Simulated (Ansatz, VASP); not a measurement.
## One calculation of Mg12H (a cell with a defect), two programs

```
Mg H
1.0
     6.42000    0.00000    0.00000
    -4.81500    8.33982    0.00000
     0.00000    0.00000    5.21304
Mg H
12 1
Direct
  0.00027 0.00144 0.99935
  0.16776 0.22242 0.50469
  0.99998 0.33317 0.00190
  0.16691 0.55633 0.50299
  0.00218 0.66625 0.99434
  0.16826 0.88776 0.50706
  0.49976 0.99909 0.99741
  0.66672 0.22258 0.49860
  0.49903 0.33334 0.99519
  0.66644 0.55433 0.50017
  0.49865 0.66785 0.99258
  0.66436 0.88934 0.50539
  0.33591 0.78256 0.24189
```

Alike in both runs: functional PBE; dispersion D3(BJ); k mesh 2 × 2 × 2; occupations fermi-dirac, width 0.1 eV; no spin polarisation.

Ansatz relaxed the structure, and its values are those at the end. VASP's run is a single point on that final structure, the one shown.

|  | VASP | Ansatz |
| --- | --- | --- |
| version | VASP 6.6.1 | Ansatz 0.2.0 |
| potentials or method | VASP PAW PBE potentials, release 64 (Mg, H) | scalar-relativistic, plane waves, PAW |
| plane-wave cutoff (eV) | 520 | 420 |
| valence electrons in the cell | 25 | 121 |

```csv
,VASP,Ansatz,Ansatz less VASP
rms of the force components (eV/Å),0.016,0.016,-0.0001
dispersion energy (meV/atom),-266.6,-266.6,-0.07
```

The two sets of potentials don't hold the same shells in valence.

Caveats: the k mesh is coarse (spacing up to 0.60 Å⁻¹), so the values aren't converged.
